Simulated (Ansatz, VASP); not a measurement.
## CuO (Tenorite) in VASP and in Ansatz

INCAR

```
PREC = Accurate
ENCUT = 520
EDIFF = 1E-6
ISMEAR = -1
SIGMA = 0.05
LREAL = F
LASPH = T
NELM = 100
ALGO = Normal
ISIF = 2
LWAVE = F
LCHARG = F
GGA = VW
NBANDS = 25
```

File KPOINTS:

```
regular mesh
0
Gamma
  10 10 5
```

POSCAR

```
CuO
1.0
    2.3877802882     -1.7448634230      0.0000000000
    2.3877802882      1.7448634230      0.0000000000
   -0.8666988638      0.0000000000      5.1570684890
Cu O
2 2
Direct
    0.5000000000      0.0000000000      0.5000000000
    0.0000000000      0.5000000000      0.0000000000
    0.4184000000      0.5816000000      0.7500000000
    0.5816000000      0.4184000000      0.2500000000
```

Contents of input.yaml:

```yaml
crystal:
  lattice:
    - [2.3877802882, -1.744863423, 0.0]
    - [2.3877802882, 1.744863423, 0.0]
    - [-0.8666988638, 0.0, 5.157068489]
  atoms:
    - { symbol: Cu, position: [0.5, 0.0, 0.5] }
    - { symbol: Cu, position: [0.0, 0.5, 0.0] }
    - { symbol: O, position: [0.4184, 0.5816, 0.75] }
    - { symbol: O, position: [0.5816, 0.4184, 0.25] }
hamiltonian:
  xc: { exchange: slater, correlation: vwn5 }
  pseudopotentials: { kind: paw }
kpoints:
  mp_grid: { grid: [10, 10, 5] }
scf:
  occupations: { method: fermi_dirac, width: 0.05 }
output:
  forces: true
  stress: true
  eigenvalues: true
```

Alike in both runs: task single point; functional SVWN5; k mesh 10 × 10 × 5; occupations fermi-dirac, width 0.05 eV; no spin polarisation.

|  | VASP | Ansatz |
| --- | --- | --- |
| version | VASP 6.6.1 | Ansatz 0.2.0 |
| potentials or method | VASP PAW PBE potentials, release 64 (Cu, O) | Ansatz PAW |
| plane-wave cutoff (eV) | 520 | 420 |
| valence electrons in the cell | 34 | 50 |

VASP gave:

- gap on the k mesh at the Fermi level (eV): none
- pressure (GPa): -17.4
- largest component of the traceless stress (GPa): 5.50
- rms of the force components (eV/Å): 0.242

Q: What did Ansatz give for the same quantities?

A: gap on the k mesh at the Fermi level (eV): none; pressure (GPa): -17.8; largest component of the traceless stress (GPa): 5.78; rms of the force components (eV/Å): 0.256.

Atom by atom the forces differ by 0.014 eV/Å (rms over components). A gap of «none» marks a metal or a gap that the smearing closes. The functional is the same, so the differences come from potentials, cutoffs and numerics. The two sets of potentials don't hold the same shells in valence.

Caveats: the run has no spin polarisation, though such a crystal can be magnetic; semilocal functionals often make such compounds metallic where correlation or magnetic order opens a gap, which also shifts bond lengths; so large a pressure means that the cell lies far from this level's equilibrium, or that cutoff or potentials fall short (VASP); the potentials were made for another functional, which shifts forces and pressure (VASP); the pressure holds a Pulay correction of +0.9 GPa for the finite cutoff (Ansatz); the PAW data sets come from PBE, with cores solved anew for the run's functional, which leaves a small shift of forces and pressure (Ansatz).
